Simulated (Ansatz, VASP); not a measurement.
# One calculation of BeTe, two programs

```xyz
2
Lattice="0.0000 2.7700 2.7700 2.7700 0.0000 2.7700 2.7700 2.7700 0.0000" Properties=species:S:1:pos:R:3 pbc="T T T"
Te    4.1550    4.1550    4.1550
Be    0.0000    0.0000    0.0000
```

Alike in both runs: task single point; functional PBE; k mesh 8 × 8 × 8; occupations gaussian, width 0.029 eV; no spin polarisation.

|  | VASP | Ansatz |
| --- | --- | --- |
| version | VASP 6.6.1 | Ansatz 0.2.0 |
| potentials or method | VASP PAW PBE potentials, release 64 (Te, Be) | Ansatz PAW |
| plane-wave cutoff (eV) | 520 | 420 |
| valence electrons in the cell | 8 | 18 |

Ansatz gave:

- gap on the k mesh at the Fermi level (eV): 1.86
- least direct gap on the mesh (eV): 3.59
- pressure (GPa): 4.3

**Question.** What did VASP give for the same quantities?

**Answer.** gap on the k mesh at the Fermi level (eV): 1.85; least direct gap on the mesh (eV): 3.56; pressure (GPa): 4.5.

The two sets of potentials don't hold the same shells in valence.

Caveats: spin-orbit coupling is left out, which moves the levels of the heavy elements. A k mesh can miss the band edges. Expect the measured gap to be larger: semilocal functionals such as PBE lack the derivative discontinuity.
